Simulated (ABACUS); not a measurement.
# AgCl (Chlorargyrite) (Fm-3m) in ABACUS: a series of runs, part 2 of 2

ABACUS 3.10.1.

## 3. Relaxation of cell and atoms, PBEsol

Input file INPUT:

```
INPUT_PARAMETERS
suffix              AgCl
calculation         cell-relax
basis_type          pw
pseudo_dir          ./
symmetry            1
dft_functional      pbesol
ecutwfc             82
pseudo_rcut         10
nspin               1
nbands              17
ks_solver           dav
smearing_method     fd
smearing_sigma      0.00367493
scf_thr             1e-08
scf_nmax            100
mixing_type         broyden
mixing_beta         0.7
cal_force           1
cal_stress          1
relax_nmax          60
force_thr_ev        0.005
relax_method        cg
out_stru            1
stress_thr          0.2
kpar                4
```

Input file STRU:

```
ATOMIC_SPECIES
Ag 107.8682 Ag.upf
Cl 35.4500 Cl.upf

LATTICE_CONSTANT
1.8897261246

LATTICE_VECTORS
0.0000000000 2.7350000000 2.7350000000
2.7350000000 0.0000000000 2.7350000000
2.7350000000 2.7350000000 0.0000000000

ATOMIC_POSITIONS
Direct

Ag
0.0
1
0.0000000000 0.0000000000 0.0000000000 1 1 1

Cl
0.0
1
0.5000000000 0.5000000000 0.5000000000 1 1 1
```

Input file KPT:

```
K_POINTS
0
Gamma
6 6 6 0 0 0
```

Potentials or basis: PseudoDojo NC SR 0.5 PBE stringent, plane waves.

Command:

```sh
$ OMP_NUM_THREADS=1 mpirun -np 4 abacus > log
```

running log:

```text
ABACUS v3.10.1

               Atomic-orbital Based Ab-initio Computation at UStc

 ------------------------------------------------------------------------------------

 READING GENERAL INFORMATION
                           global_out_dir = OUT.AgCl/
                           global_in_card = INPUT
                               pseudo_dir = ./
                              orbital_dir =
                                    DSIZE = 4
                                    GSIZE = 1

 READING UNITCELL INFORMATION
                                    ntype = 2
                  lattice constant (Bohr) = 1.88973
              lattice constant (Angstrom) = 1

 READING ATOM TYPE 1
                               atom label = Ag
                      L=0, number of zeta = 1
                      L=1, number of zeta = 1
                      L=2, number of zeta = 1
             number of atom for this type = 1

 READING ATOM TYPE 2
                               atom label = Cl
                      L=0, number of zeta = 1
                      L=1, number of zeta = 1
                      L=2, number of zeta = 1
             number of atom for this type = 1

                        TOTAL ATOM NUMBER = 2
DIRECT COORDINATES
    atom                   x                   y                   z     mag                  vx                  vy                  vz
taud_Ag1            0.0000000000        0.0000000000        0.0000000000  0.0000        0.0000000000        0.0000000000        0.0000000000
taud_Cl1            0.5000000000        0.5000000000        0.5000000000  0.0000        0.0000000000        0.0000000000        0.0000000000

                          Volume (Bohr^3) = 276.12
                             Volume (A^3) = 40.9168

 Lattice vectors: (Cartesian coordinate: in unit of a_0)
                   +0              +2.735              +2.735
               +2.735                  +0              +2.735
               +2.735              +2.735                  +0
 Reciprocal vectors: (Cartesian coordinate: in unit of 2 pi/a_0)
            -0.182815           +0.182815           +0.182815
            +0.182815           -0.182815           +0.182815
            +0.182815           +0.182815           -0.182815
 The esolver type has been set to : ksdft_pw

                PAO radial cut off (Bohr) = 10

 Read in pseudopotential file is Ag.upf
                     pseudopotential type = NC
          exchange-correlation functional = PBE
                 nonlocal core correction = 1
                        valence electrons = 19
                                     lmax = 2
                           number of zeta = 4
                     number of projectors = 6
                           L of projector = 0
                           L of projector = 0
                           L of projector = 1
                           L of projector = 1
                           L of projector = 2
                           L of projector = 2
 XC functional updated to : pbesol
          exchange-correlation functional = PBESOL
                PAO radial cut off (Bohr) = 10

 Read in pseudopotential file is Cl.upf
                     pseudopotential type = NC
          exchange-correlation functional = PBE
                 nonlocal core correction = 1
                        valence electrons = 7
                                     lmax = 2
                           number of zeta = 2
                     number of projectors = 6
                           L of projector = 0
                           L of projector = 0
                           L of projector = 1
                           L of projector = 1
                           L of projector = 2
                           L of projector = 2
 XC functional updated to : pbesol
          exchange-correlation functional = PBESOL
     initial pseudo atomic orbital number = 14

 SETUP THE ELECTRONS NUMBER
            electron number of element Ag = 19
      total electron number of element Ag = 19
            electron number of element Cl = 7
[... 84 lines left out ...]
                        ROTATION MATRICES = 48
                               nkstot_ibz = 16
K-POINTS REDUCTION ACCORDING TO SYMMETRY
     IBZ    DIRECT_X    DIRECT_Y    DIRECT_Z  WEIGHT  ibz2bz
       1  0.00000000  0.00000000  0.00000000  0.0046       0
       2  0.16666667  0.16666667  0.16666667  0.0370       1
       3  0.33333333  0.33333333  0.33333333  0.0370       2
       4  0.50000000  0.50000000  0.50000000  0.0185       3
       5  0.16666667  0.16666667  0.00000000  0.0278       7
       6  0.33333333  0.33333333  0.16666667  0.1111       8
[... 8 lines left out ...]
      15  0.50000000  0.33333333 -0.33333333  0.1111      52
      16  0.50000000  0.33333333 -0.16666667  0.0556      58

                               nkstot now = 16
[... K-POINTS DIRECT COORDINATES: 16 rows ...]

           k-point number in this process = 4
       minimum distributed K point number = 4
[... stars of the k points ...]

[... K-POINTS CARTESIAN COORDINATES: 4 rows ...]

[... K-POINTS DIRECT COORDINATES: 4 rows ...]

 SETUP PLANE WAVES FOR WAVE FUNCTIONS
     energy cutoff for wavefunc (unit:Ry) = 82
              fft grid for wave functions = [ 45, 45, 45 ]
                    number of plane waves = 4111
                         number of sticks = 349

 PARALLEL PW FOR WAVE FUNCTIONS
     PROC   COLUMNS(POT)             PW
        1            349           4111
 --------------- sum -------------------
        1            349           4111

 SETUP NONLOCAL PSEUDOPOTENTIALS IN PLANE WAVE BASIS
 Ag non-local projectors:
 projector 1 L=0
 projector 2 L=0
 projector 3 L=1
 projector 4 L=1
 projector 5 L=2
 projector 6 L=2
 Cl non-local projectors:
 projector 1 L=0
 projector 2 L=0
 projector 3 L=1
 projector 4 L=1
 projector 5 L=2
 projector 6 L=2
      TOTAL NUMBER OF NONLOCAL PROJECTORS = 36

 Init Non-Local PseudoPotential table :
 Init Non-Local-Pseudopotential done.

                                     npwx = 3482

 Make real space PAO into reciprocal space.
       max mesh points in Pseudopotential = 1001
     dq(describe PAO in reciprocal space) = 0.01
                                    max q = 1819

 number of pseudo atomic orbitals for Ag is 4
WARNING: norm of atomic wavefunction # 4 of atomic type Ag is 0.999773, renormalized

 number of pseudo atomic orbitals for Cl is 2

 -------------------------------------------
 STEP OF RELAXATION : 1
 -------------------------------------------
                                 init_chg = atomic

 PW ALGORITHM --------------- ION=   1  ELEC=   1--------------------------------
 Notice: Threshold on eigenvalues was too large.
 hsover_error=0.26 > DRHO=0.0380418
 Origin diag ethr = 0.01
 New diag ethr = 0.000146315
[... 151 lines left out ...]
 Density error is 0.000002499995
                          Error Threshold = 0.000000033242
----------------------------------------------------------
     Energy           Rydberg                 eV
----------------------------------------------------------
 E_KohnSham     -342.4072928191      -4658.6902190948
 E_Harris       -342.4008371607      -4658.6023853562
 E_Fermi        0.6940028043         9.4423925669
----------------------------------------------------------

[... 2 further cycles ...]
 PW ALGORITHM --------------- ION=   2  ELEC=   4--------------------------------

 Density error is 0.000000007434
                          Error Threshold = 0.000000000196
----------------------------------------------------------
     Energy           Rydberg                 eV
----------------------------------------------------------
 E_KohnSham     -342.4072934971      -4658.6902283184
 E_KS(sigma->0) -342.4072926430      -4658.6902166985
 E_Harris       -342.4084191906      -4658.7055441652
 E_band         -25.1046003039       -341.5656101452
 E_one_elec     -174.8686160876      -2379.2095801664
 E_Hartree      98.1692940393        1335.6617675725
 E_xc           -54.8273557806       -745.9644448889
 E_Ewald        -210.8806139601      -2869.1779475958
 E_entropy(-TS) -0.0000017081        -0.0000232399
 E_descf        0.0000000000         0.0000000000
[... 63 lines left out ...]
 Density error is 0.000002650712
                          Error Threshold = 0.000000009885
----------------------------------------------------------
     Energy           Rydberg                 eV
----------------------------------------------------------
 E_KohnSham     -342.4072936512      -4658.6902304162
 E_Harris       -342.4100376593      -4658.7275645614
 E_Fermi        0.6927600005         9.4254833533
----------------------------------------------------------

[... 2 further cycles ...]
 PW ALGORITHM --------------- ION=   3  ELEC=   4--------------------------------

 Density error is 0.000000008845
                          Error Threshold = 0.000000000173
----------------------------------------------------------
     Energy           Rydberg                 eV
----------------------------------------------------------
 E_KohnSham     -342.4072942555      -4658.6902386370
 E_KS(sigma->0) -342.4072934037      -4658.6902270476
 E_Harris       -342.4059710079      -4658.6722349297
 E_band         -25.1279301789       -341.8830293798
 E_one_elec     -174.9686590214      -2380.5707341099
 E_Hartree      98.2087117992        1336.1980737089
 E_xc           -54.8269010367       -745.9582577811
 E_Ewald        -210.8204442930      -2868.3592972761
 E_entropy(-TS) -0.0000017036        -0.0000231787
 E_descf        0.0000000000         0.0000000000
[... 308 lines left out ...]
 Largest gradient in stress is 0.060404 kbar.
 Threshold is 0.200000 kbar.

 Relaxation is converged!

 --------------------------------------------
 !FINAL_ETOT_IS -4658.6902398067704780 eV
 --------------------------------------------
```

Run time: 16 s. Hardware: 4 MPI ranks of Intel Xeon Platinum 8488C (Sapphire Rapids), shared host; peak memory 0.36 GiB.

Results:

```
Free energy                            : -4658.6902 eV
Relaxed volume                         : 20.20 Å³/atom
Relaxed cell                           : a = 3.851 Å, b = 3.851 Å, c = 3.851 Å, α = 60.00°, β = 60.00°, γ = 60.00°
Space group after relaxing (to 0.05 Å) : Fm-3m (No. 225)
Energy gained by relaxing              : 0.6 meV/atom
Ionic steps                            : 5
Pressure after relaxing                : 0.0 GPa
Band gap on the k mesh                 : 0.72 eV, indirect (least direct gap 3.27 eV)
```

Step by step:
```
step  energy change (eV)  largest force (eV/Å)  pressure (GPa)  volume (Å³)
   1              0.0000                0.0000           -0.73        40.92
   2             -0.0012                0.0000            0.04        40.35
   3             -0.0012                0.0000            0.05        40.38
   4             -0.0012                0.0000           -0.03        40.42
   5             -0.0012                0.0000            0.01        40.40
```

Final structure:
```xyz
2
Lattice="0.0000 2.7233 2.7233 2.7233 0.0000 2.7233 2.7233 2.7233 0.0000" Properties=species:S:1:pos:R:3 pbc="T T T"
Ag    0.0000    0.0000    0.0000
Cl    2.7233    2.7233    2.7233
```

Caveat: the potentials were made for another functional, which shifts forces and pressure. A k mesh can miss the band edges.

## 4. Against experiment

Step 2. A measured gap of AgCl is 3.249 eV (indirect; a printed reference work, data compilation); the calculated 0.72 eV misses it by -2.53 eV. So large a miss can be the level of theory's own, or it may mean another phase, state or a wrong row. Spin-orbit coupling on Ag is left out. The value is that of PBEsol on a finite k mesh, which can miss the band edges, without temperature or zero-point motion. Semilocal functionals fall short of measured gaps as a rule.
